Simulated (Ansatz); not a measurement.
A series in volume scale on HfC

Results calculated with Ansatz 0.2.0, not measured. Periodic Kohn-Sham DFT of a crystal at fixed atoms, scaled to volume_scale times the given cell; pressure positive in compression, energy less spherical unpolarised free atoms, largest_vzz the field gradient of largest size among the nuclei.

The cell before it is scaled or strained (space group Fm-3m, No. 225):
```
HfC
1.0
      0.0000     2.3250     2.3250
      2.3250     0.0000     2.3250
      2.3250     2.3250     0.0000
Hf C
1 1
Direct
  0.50000 0.50000 0.50000
  0.00000 0.00000 0.00000
```

Settings of every row: method all-electron LAPW; functional PBE; relativity scalar; k mesh 15x15x15; filling fermi-dirac; smearing width 0.05 eV; basis error target 1 meV/atom; nucleus gaussian.

Atom start moment: 0 on all atoms.

Limits: no spin-orbit coupling on heavy atoms.

| row | volume scale | V (Å³/atom) | pressure (GPa) | energy less free atoms (eV/atom) |
| --- | --- | --- | --- | --- |
| 1 | 0.94 | 11.814 | 16.634 | -9.1576 |
| 2 | 0.96 | 12.065 | 10.622 | -9.1789 |
| 3 | 0.98 | 12.317 | 5.181 | -9.1913 |
| 4 | 0.99 | 12.442 | 2.657 | -9.1943 |
| 5 | 1 | 12.568 | 0.254 | -9.1955 |
| 6 | 1.01 | 12.694 | -2.033 | -9.1948 |
| 7 | 1.02 | 12.819 | -4.21 | -9.1923 |
| 8 | 1.04 | 13.071 | ? | ? |
| 9 | 1.06 | 13.322 | -11.918 | -9.1666 |

Question: what pressure and energy less free atoms should row 8 give?

Worked fit of pressure. Take u = (V_r/V)^(2/3) − 1 with V_r = 12.505 Å³ an atom, which is twice the finite (Eulerian) strain; such expansions in the strain, on which the Birch-Murnaghan equation of state is built, carry the rest volume and the bulk modulus. The shown rows have u = 0.03862, 0.02417, 0.01015, 0.00337, -0.00334, -0.00995, -0.0164, -0.04131. Least squares give pressure = 1.4436 + 359.355 × u + 872.35 × u² GPa; a straight line predicts inner rows, each left out in turn, worse (root mean square 0.42 against 0.012 GPa). The rows lie off it by 0.011, -0.017, 0.000, -0.008, 0.001, 0.013, 0.005, -0.005 (root mean square 0.0093 GPa). The pressure vanishes at u = -0.0041, or V = 12.58 Å³ an atom, and there the bulk modulus at fixed shape and fractions is B = −V dP/dV = (2/3)(1 + u) dP/du = 234 GPa. The withheld row has u = -0.02908, so the fit gives 1.4436 + 359.355 × (-0.02908) + 872.35 × (-0.02908)² = -8.269 GPa.

The calculation gave -8.255 GPa. The fit lies 0.014 GPa (0.049 % of the column's range) below it; its largest miss of a shown row is 0.017 GPa.

Worked fit of energy less free atoms. Take u = (V_r/V)^(2/3) − 1 with V_r = 12.505 Å³ an atom, which is twice the finite (Eulerian) strain; such expansions in the strain, on which the Birch-Murnaghan equation of state is built, carry the rest volume and the bulk modulus. The shown rows have u = 0.03862, 0.02417, 0.01015, 0.00337, -0.00334, -0.00995, -0.0164, -0.04131. Least squares give energy less free atoms = −9.19515 + 0.1687 × u + 20.811 × u² eV/atom; a straight line predicts inner rows, each left out in turn, worse (root mean square 0.01 against 3.3e-05 eV/atom). All shown rows lie on it to the printed digit. Its lowest point lies at u = -0.0041, or V = 12.58 Å³ an atom, and the curvature there gives the bulk modulus at fixed shape and fractions, B = (4/9)(1 + u)² E″(u)/V = 234 GPa. The withheld row has u = -0.02908, so the fit gives −9.19515 + 0.1687 × (-0.02908) + 20.811 × (-0.02908)² = -9.1825 eV/atom.

The calculation gave -9.1825 eV/atom. The fit meets it to the printed digit.
